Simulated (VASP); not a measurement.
# LiF (P6_3mc) in VASP: further runs, part 2 of 2

VASP 6.6.1. Earlier steps stand in the parts before.

### 3 Single point, PBEsol (strained and moved within a subgroup)

INCAR

```
SYSTEM = LiF
PREC = Accurate
ENCUT = 520
EDIFF = 1E-7
ISMEAR = 0
SIGMA = 0.02
LREAL = .FALSE.
LASPH = .TRUE.
NELM = 100
ALGO = Fast
ISIF = 2
LWAVE = .FALSE.
LCHARG = .FALSE.
GGA = PS
NBANDS = 18
```

KPOINTS

```
Automatic mesh
0
G
  9 9 6
  0 0 0
```

POSCAR

```
LiF
1.0
    2.9879057935      0.0000000000      0.0000000000
   -1.4939528967      2.5876023212      0.0000000000
    0.0000000000      0.0000000000      4.9810612800
Li F
2 2
Direct
    0.3333333300      0.6666666700      0.3686733053
    0.6666666700      0.3333333300      0.8686733053
    0.3333333300      0.6666666700      1.0063246947
    0.6666666700      0.3333333300      0.5063246947
```

Potentials or basis: VASP PAW PBE potentials, release 64 (Li_sv, F).

Run with:

```
cat potpaw_PBE.64/Li_sv/POTCAR potpaw_PBE.64/F/POTCAR > POTCAR
mpirun -np 1 vasp_std > vasp.out
```

OUTCAR:

```text
SYSTEM = LiF
   PREC = Accurate
   ENCUT = 520
   EDIFF = 1E-7
   ISMEAR = 0
   LREAL = .FALSE.
   LASPH = .TRUE.
   NELM = 100
   ISIF = 2
   GGA = PS

 ion  position               nearest neighbor table
   1  0.333  0.667  0.369-   3 1.80   4 1.86   4 1.86   4 1.86
   2  0.667  0.333  0.869-   4 1.80   3 1.86   3 1.86   3 1.86
   3  0.333  0.667  0.006-   1 1.80   2 1.86   2 1.86   2 1.86
   4  0.667  0.333  0.506-   2 1.80   1 1.86   1 1.86   1 1.86

  LATTYP: Found a hexagonal cell.
 ALAT       =     2.9879057935
 C/A-ratio  =     1.6670744074

  Lattice vectors:

 A1 = (   2.9879057935,   0.0000000000,   0.0000000000)
 A2 = (  -1.4939528967,   2.5876023212,   0.0000000000)
 A3 = (   0.0000000000,   0.0000000000,   4.9810612800)

Analysis of symmetry for initial positions (statically):
=====================================================================
 Subroutine PRICEL returns:
 Original cell was already a primitive cell.

 Routine SETGRP: Setting up the symmetry group for a
 hexagonal supercell.

 Subroutine GETGRP returns: Found 12 space group operations
 (whereof  6 operations were pure point group operations)
 out of a pool of 24 trial point group operations.

The static configuration has the point symmetry C_3v.
 The point group associated with its full space group is C_6v.

Analysis of symmetry for dynamics (positions and initial velocities):
=====================================================================
 Subroutine PRICEL returns:
 Original cell was already a primitive cell.

 Routine SETGRP: Setting up the symmetry group for a
 hexagonal supercell.

 Subroutine GETGRP returns: Found 12 space group operations
 (whereof  6 operations were pure point group operations)
 out of a pool of 24 trial point group operations.

The dynamic configuration has the point symmetry C_3v.
 The point group associated with its full space group is C_6v.

 Subroutine INISYM returns: Found 12 space group operations
 (whereof  6 operations are pure point group operations),
 and found     1 'primitive' translations

----------------------------------------------------------------------------------------

                                     Primitive cell

  volume of cell :      38.5111

  direct lattice vectors                    reciprocal lattice vectors
     2.987905793  0.000000000  0.000000000     0.334682573  0.193229074  0.000000000
    -1.493952897  2.587602321  0.000000000     0.000000000  0.386458148  0.000000000
     0.000000000  0.000000000  4.981061280     0.000000000  0.000000000  0.200760429

  length of vectors
     2.987905793  2.987905793  4.981061280     0.386458148  0.386458148  0.200760429

  position of ions in fractional coordinates (direct lattice)
     0.333333330  0.666666670  0.368673305
     0.666666670  0.333333330  0.868673305
     0.333333330  0.666666670  0.006324695
     0.666666670  0.333333330  0.506324695

  ion indices of the primitive-cell ions
   primitive index   ion index
                 1           1
                 2           2
                 3           3
                 4           4

----------------------------------------------------------------------------------------

 KPOINTS: Automatic mesh

Automatic generation of k-mesh.
 Grid dimensions read from file:
 generate k-points for:    9    9    6

 Generating k-lattice:

  Cartesian coordinates                     Fractional coordinates (reciprocal lattice)
     0.037186953  0.021469897  0.000000000     0.111111111 -0.000000000  0.000000000
     0.000000000  0.042939794  0.000000000     0.000000000  0.111111111  0.000000000
     0.000000000  0.000000000  0.033460072     0.000000000  0.000000000  0.166666667

  Length of vectors
     0.042939794  0.042939794  0.033460072

  Shift w.r.t. Gamma in fractional coordinates (k-lattice)
     0.000000000  0.000000000  0.000000000

 Subroutine IBZKPT returns following result:
 ===========================================

 Found     48 irreducible k-points:

 Following reciprocal coordinates:
            Coordinates               Weight
  0.000000  0.000000  0.000000      1.000000
  0.111111  0.000000  0.000000      6.000000
  0.222222  0.000000  0.000000      6.000000
  0.333333 -0.000000  0.000000      6.000000
  0.444444  0.000000  0.000000      6.000000
  0.111111  0.111111  0.000000      6.000000
[... 16 lines left out ...]
  0.333333  0.222222  0.166667     24.000000
  0.333333  0.333333  0.166667      4.000000
 [... further k-points ...]
   k-points           NKPTS =     48   k-points in BZ     NKDIM =     48   number of bands    NBANDS=     18
   number of dos      NEDOS =    301   number of ions     NIONS =      4
   total plane-waves  NPLWV =  23040
   dimension x,y,z NGX =    24 NGY =   24 NGZ =   40
   dimension x,y,z NGXF=    48 NGYF=   48 NGZF=   80
   ions per type =               2   2
   NGX,Y,Z   is equivalent  to a cutoff of  13.35, 13.35, 13.35 a.u.
   NGXF,Y,Z  is equivalent  to a cutoff of  26.71, 26.71, 26.70 a.u.
 SYSTEM =  LiF
   PREC   = accura    normal or accurate (medium, high low for compatibility)
   ISTART =      0    job   : 0-new  1-cont  2-samecut
   ICHARG =      2    charge: 1-file 2-atom 10-const
   ISPIN  =      1    spin polarized calculation?
   LNONCOLLINEAR =      F non collinear calculations
   LSORBIT =      F    spin-orbit coupling
   LASPH  =      T    aspherical Exc in radial PAW
   ENCUT  =  520.0 eV  38.22 Ry    6.18 a.u.   5.56  5.56  9.26*2*pi/ulx,y,z
   NELM   =    100;   NELMIN=  2; NELMDL= -5     # of ELM steps
   EDIFF  = 0.1E-06   stopping-criterion for ELM
   LREAL  =      F    real-space projection
   EDIFFG = 0.1E-05   stopping-criterion for IOM
   NSW    =      0    number of steps for IOM
   IBRION =     -1    ionic relax: 0-MD 1-quasi-New 2-CG
   NFREE  =      0    steps in history (QN), initial steepest desc. (CG)
   ISIF   =      2    stress and relaxation
   ISYM   =      2    0-nonsym 1-usesym 2-fastsym
   POTIM  = 0.5000    time-step for ionic-motion
   TEBEG  =    0.0;   TEEND  =   0.0 temperature during run
   PSTRESS=    0.0 pullay stress
   NELECT =      20.0000    total number of electrons
   NUPDOWN=      -1.0000    fix difference up-down
   EMIN   =  10.00;   EMAX   =-10.00  energy-range for DOS
   EFERMI =   0.00;   METHOD = LEGACY
   ISMEAR =     0;   SIGMA  =   0.02  broadening in eV -4-tet -1-fermi 0-gaus
   EFERMI_NEDOS =   21; number of points for ismear=-14 and -15
   IALGO  =     68    algorithm
   IMIX   =      4    mixing-type and parameters
     AMIX     =   0.40;   BMIX     =  1.00
     AMIX_MAG =   1.60;   BMIX_MAG =  1.00
  volume/ion in A,a.u.               =       9.63        64.97
  Fermi-wavevector in a.u.,A,eV,Ry     =   1.315900  2.486689 23.559733  1.731592
  Thomas-Fermi vector in A             =   2.446050
   LORBIT       =      0    0 simple, 1 ext, 2 COOP (PROOUT), +10 PAW based schemes
   GGA     = PS    functional components
   LHFCALC =     F    Hartree Fock is set to
   AEXX    =    0.0000 exact exchange contribution
   IVDW    =     0    specifies the selected vdW correction
   LEPSILON=     F    determine dielectric tensor
   LRPA    =     F    only Hartree local field effects (RPA)
 non-spin polarized calculation
 RMM-DIIS sequential band-by-band and
 Gauss-broadening in eV      SIGMA  =   0.02
  energy-cutoff  :      520.00
  volume of cell :       38.51
 maximum number of plane-waves:      1057
 NGX is ok and might be reduce to    24
   NGX = 11   NGY = 11   NGZ = 19

 number of electron      20.0000019 magnetization

 Free energy of the ion-electron system (eV)
  ---------------------------------------------------
  ext. energy  EPLUGINS =         0.00000000
  ---------------------------------------------------
  free energy    TOTEN  =       -19.56247169 eV

  energy without entropy =      -19.56247169  energy(sigma->0) =      -19.56247169

 E-fermi :  -2.3455     XC(G=0):  -9.1761

 val. band max:       -2.4410627533   @ k =   0.0000   0.0000   0.0000
 cond. band min:       5.3901983198   @ k =   0.0000   0.0000   0.0000
 fundamental gap:      7.8312610730
 Fermi energy:        -2.3455465498

 k-point     1 :       0.0000    0.0000    0.0000
  band No.  band energies     occupation
      1     -42.0889      2.00000
      2     -42.0422      2.00000
      3     -21.7616      2.00000
      4     -21.6099      2.00000
      5      -4.5940      2.00000
      6      -2.7097      2.00000
[... 481 lines left out ...]
      5      -4.4128      2.00000
      6      -3.7326      2.00000
[... 10 lines left out ...]
     17      16.3770      0.00000
     18      18.8974      0.00000

 [... further k-points ...]
[... 5 lines left out ...]
  --------------------------------------------------------------------------------------
  -------------------------------------------------------------------------------------
  Total        0.5869519      0.5869519      0.5230423      0.0000000      0.0000000     -0.0000000
  in kB       24.4189365     24.4189365     21.7601112      0.0000000      0.0000000     -0.0000000
  external PRESSURE =      23.5326614 kB  Pullay stress =       0.0000000 kB

 VOLUME and BASIS-vectors are now :
 -----------------------------------------------------------------------------
  energy-cutoff  :      520.00
  volume of cell :       38.51
      direct lattice vectors                 reciprocal lattice vectors
     2.987905793  0.000000000  0.000000000     0.334682573  0.193229074  0.000000000
    -1.493952897  2.587602321  0.000000000     0.000000000  0.386458148  0.000000000
     0.000000000  0.000000000  4.981061280     0.000000000  0.000000000  0.200760429

 POSITION                                       TOTAL-FORCE (eV/Angst)
 -----------------------------------------------------------------------------------
     -0.00000      1.72507      1.83638         0.000000      0.000000      0.236419
      1.49395      0.86253      4.32691        -0.000000     -0.000000      0.236419
     -0.00000      1.72507      0.03150         0.000000     -0.000000     -0.236419
      1.49395      0.86253      2.52203        -0.000000      0.000000     -0.236419
 -----------------------------------------------------------------------------------
    total drift:                                0.000006     -0.000003      0.003778

  FREE ENERGIE OF THE ION-ELECTRON SYSTEM (eV)
  ---------------------------------------------------
  free  energy   TOTEN  =       -19.5624716945 eV

  energy  without entropy=      -19.5624716945  energy(sigma->0) =      -19.56247169
```

OSZICAR:

```text
N       E                     dE             d eps       ncg     rms          rms(c)
DAV:   1     0.117925740512E+03    0.11793E+03   -0.10849E+04  1736   0.121E+03
DAV:   2    -0.107836597252E+02   -0.12871E+03   -0.12599E+03  1962   0.298E+02
DAV:   3    -0.206781628691E+02   -0.98945E+01   -0.98406E+01  3172   0.614E+01
[... 13 lines left out ...]
RMM:  17    -0.195624694796E+02   -0.31480E-05   -0.25277E-05  3010   0.281E-02    0.141E-03
RMM:  18    -0.195624708913E+02   -0.14117E-05   -0.11117E-05  2884   0.184E-02    0.186E-03
RMM:  19    -0.195624713391E+02   -0.44778E-06   -0.42112E-06  2773   0.123E-02    0.807E-04
RMM:  20    -0.195624716043E+02   -0.26523E-06   -0.20981E-06  2627   0.849E-03    0.123E-04
RMM:  21    -0.195624716945E+02   -0.90143E-07   -0.87690E-07  2465   0.559E-03
   1 F= -.19562472E+02 E0= -.19562472E+02  d E =-.577085E-14
```

stdout:

```text
POSCAR found type information on POSCAR LiF
 POSCAR found :  2 types and       4 ions
 scaLAPACK will be used
 -----------------------------------------------------------------------------
|                                                                             |
|                                                                             |
|     You enforced a specific xc type in the INCAR file but a different       |
|     I HOPE YOU KNOW WHAT YOU ARE DOING!                                     |
|                                                                             |
 -----------------------------------------------------------------------------

 LDA part: xc-table for (Slater+PW92), standard interpolation
 POSCAR, INCAR and KPOINTS ok, starting setup
 FFT: planning ... GRIDC
 FFT: planning ... GRID_SOFT
 FFT: planning ... GRID
 WAVECAR not read
 entering main loop
 num prob  num prob  num prob  num prob  num prob RMM:  20    -0.195624716043E+02   -0.26523E-06   -0.20981E-06  2627   0.849E-03    0.123E-04
 num prob  num prob  num prob  num prob  num prob WARNING in EDDRMM: call to ZHEGV failed, returncode =   6  3      9
 num prob RMM:  21    -0.195624716945E+02   -0.90143E-07   -0.87690E-07  2465   0.559E-03
```

Wall time 23 s (1 thread of Intel Xeon 6975P-C (Granite Rapids), shared host); peak memory 0.16 GiB.

What came out:

```yaml
Free_energy: -19.5625 eV
Largest_force: 0.236 eV/Å
Band_gap_on_the_k_mesh: 7.83 eV, direct
```

Forces in eV/Å, atoms in the order of the input:
```
Li   0.000  0.000  0.236
Li   0.000  0.000  0.236
F    0.000  0.000 -0.236
F    0.000  0.000 -0.236
```

Caveat: the cutoff is under 1.25 times the usual one of these potentials, so pressure, stress and relaxed cells hold a basis-set (Pulay) error; the PAW data sets were made with another functional, which shifts forces and pressure a little; an odd mesh through Γ misses points on the zone boundary, where band edges often lie.

### 4 Single point, PBEsol (strained and moved within a subgroup)

INCAR

```
SYSTEM = LiF
ALGO     = Fast           ! electronic algorithm
EDIFF    = 1E-6           ! SCF threshold, eV
ENCUT    = 520            ! plane-wave cutoff, eV
GGA      = PS             ! functional
ISIF     = 2              ! what is computed and relaxed
ISMEAR   = 0              ! smearing method
LASPH    = .True.         ! aspherical terms in the spheres
LCHARG   = .True.         ! write CHGCAR
LELF     = .True.         ! ELF
LREAL    = .False.        ! projectors in reciprocal space
LVHAR    = .True.       
LWAVE    = .False.        ! write WAVECAR
NBANDS   = 18             ! bands
NELM     = 100            ! most SCF steps
PREC     = Accurate       ! precision mode
SIGMA    = 0.02           ! smearing width, eV
```

KPOINTS

```
k-points
0
Gamma
  9 9 6
  0 0 0
```

POSCAR

```
LiF
1.0
    3.1301476668      0.0000000000      0.0000000000
   -1.5650738333      2.7107873970      0.0000000000
    0.0000000000      0.0000000000      4.7717984414
Li F
2 2
Direct
    0.3333333300      0.6666666700      0.3686733053
    0.6666666700      0.3333333300      0.8686733053
    0.3333333300      0.6666666700      1.0063246947
    0.6666666700      0.3333333300      0.5063246947
```

Run with:

```
cat potpaw_PBE.64/Li_sv/POTCAR potpaw_PBE.64/F/POTCAR > POTCAR
mpirun -np 1 vasp_std > vasp.out
```

It took 22 s on 1 thread of Intel Xeon 6975P-C (Granite Rapids), shared host; peak memory 0.15 GiB.

It converged, with:

```
Free energy            : -19.5099 eV
Largest force          : 0.730 eV/Å
Band gap on the k mesh : 7.62 eV, direct
```

Forces in eV/Å, atoms in the order of the input:
```
Li   0.000  0.000  0.730
Li   0.000  0.000  0.730
F    0.000  0.000 -0.730
F    0.000  0.000 -0.730
```

Levels at points of the mesh, in eV from the valence-band top:
| k point | band 7 | band 8 | band 9 | band 10 | band 11 | band 12 | band 13 | band 14 |
| --- | --- | --- | --- | --- | --- | --- | --- | --- |
| (0.00, 0.00, 0.00) | -0.36 | -0.02 | 0.00 | 0.00 | 7.62 | 12.01 | 15.12 | 18.25 |
| (0.00, 0.00, 0.50) | -0.18 | -0.18 | -0.18 | -0.18 | 9.26 | 9.26 | 17.89 | 17.89 |

Caveat: the cutoff is under 1.25 times the usual one of these potentials, so pressure, stress and relaxed cells hold a basis-set (Pulay) error; the PAW data sets were made with another functional, which shifts forces and pressure a little; an odd mesh through Γ misses points on the zone boundary, where band edges often lie.
